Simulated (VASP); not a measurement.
Write the native input for VASP 6.6.1 that does the following.

```yaml
Task: relaxation of cell and atoms
Functional: PBE
Potentials_or_basis: VASP PAW PBE potentials, release 64 (Al, N)
Cutoff: 600 eV
k_mesh: 12 × 12 × 12
Occupations: gaussian, width 0.03 eV
Spin: no spin polarisation
Further_INCAR_settings: ALGO = Normal; EDIFF = 1e-06; IBRION = 2; EDIFFG = -0.01; NSW = 90; ISIF = 3
```

The structure of AlN lies in POSCAR:

```
AlN
1.0
    0.0000000000      2.0345180000      2.0345180000
    2.0345180000      0.0000000000      2.0345180000
    2.0345180000      2.0345180000      0.0000000000
Al N
1 1
Direct
    0.5000000000      0.5000000000      0.5000000000
    0.0000000000      0.0000000000      0.0000000000
```

Measurements of this composition are mostly on another form, of space group No. 186.

These files were run (other wordings do the same):

INCAR

```
PREC = Accurate ; ENCUT = 600
EDIFF = 1E-6 ; ISMEAR = 0
SIGMA = 0.03 ; LREAL = False
LASPH = True ; NELM = 80
ALGO = Normal ; ISIF = 3
LWAVE = False ; LCHARG = False
GGA = PE ; IBRION = 2
NSW = 90 ; EDIFFG = -0.01
```

KPOINTS

```
Automatic mesh
0
Gamma
  12 12 12
```

Potentials or basis: VASP PAW PBE potentials, release 64 (Al, N).

The run is started by

```sh
$ cat potpaw_PBE.64/Al/POTCAR potpaw_PBE.64/N/POTCAR > POTCAR
$ mpirun -np 1 vasp_std > vasp.out
```

Results of the run:

```
Pressure after relaxing : -0.1 GPa
Band gap on the k mesh  : 4.42 eV, indirect (least direct gap 5.41 eV)
```

Caveat: the relaxation stopped at its first step, so nothing moved.

Wall time 6.3 s on 1 thread of Intel(R) Xeon(R) Platinum 8488C (Sapphire Rapids) (shared host), peak memory 0.13 GiB.
